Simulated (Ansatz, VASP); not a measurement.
## Pt: VASP beside Ansatz

File INCAR:

```
SYSTEM = Pt
PREC = Accurate
ENCUT = 520
EDIFF = 1E-6
ISMEAR = -1
SIGMA = 0.05
LREAL = .False.
LASPH = .True.
NELM = 80
ALGO = Normal
ISIF = 2
LWAVE = .False.
LCHARG = .True.
GGA = PE
LELF = .True.
LVHAR = .True.
NBANDS = 17
```

KPOINTS

```
regular mesh
0
Gamma
  14 14 14
  0 0 0
```

POSCAR

```
Pt
1.0
    0.0000000000      2.7247112534      2.7247112534
    2.7247112534      0.0000000000      2.7247112534
    2.7247112534      2.7247112534      0.0000000000
Pt
2
Direct
   -0.1250000000     -0.1250000000     -0.1250000000
    0.1250000000      0.1250000000      0.1250000000
```

Input for Ansatz:

```yaml
crystal:
  lattice:
    - [0.0, 2.7247112534, 2.7247112534]
    - [2.7247112534, 0.0, 2.7247112534]
    - [2.7247112534, 2.7247112534, 0.0]
  atoms:
    - { symbol: Pt, position: [-0.125, -0.125, -0.125] }
    - { symbol: Pt, position: [0.125, 0.125, 0.125] }
kpoints:
  mp_grid: { grid: [14, 14, 14] }
scf:
  occupations: { method: fermi_dirac, width: 0.05 }
hamiltonian:
  xc: pbe
  pseudopotentials: { kind: paw }
output:
  forces: true
  stress: true
  eigenvalues: true
  populations: true
```

Change from the starting cell: volume scaled by 0.84, PAW files.

Alike in both runs: task single point; functional PBE; k mesh 14 × 14 × 14; occupations fermi-dirac, width 0.05 eV; no spin polarisation.

|  | VASP | Ansatz |
| --- | --- | --- |
| version | VASP 6.6.1 | Ansatz 0.2.0 |
| potentials or method | VASP PAW PBE potentials, release 64 (Pt) | PAW with Ansatz's default frozen-core files, scalar-relativistic |
| plane-wave cutoff (eV) | 520 | 420 |
| valence electrons in the cell | 20 | 36 |

```csv
,VASP,Ansatz,Ansatz less VASP
pressure (GPa),30.8,32.0,+1.19
```

The two sets of potentials don't hold the same shells in valence.

Caveats: so large a pressure means that the cell lies far from this level's equilibrium, or that cutoff or potentials fall short (VASP). The runs have no spin-orbit coupling, so splittings on Pt are missing.
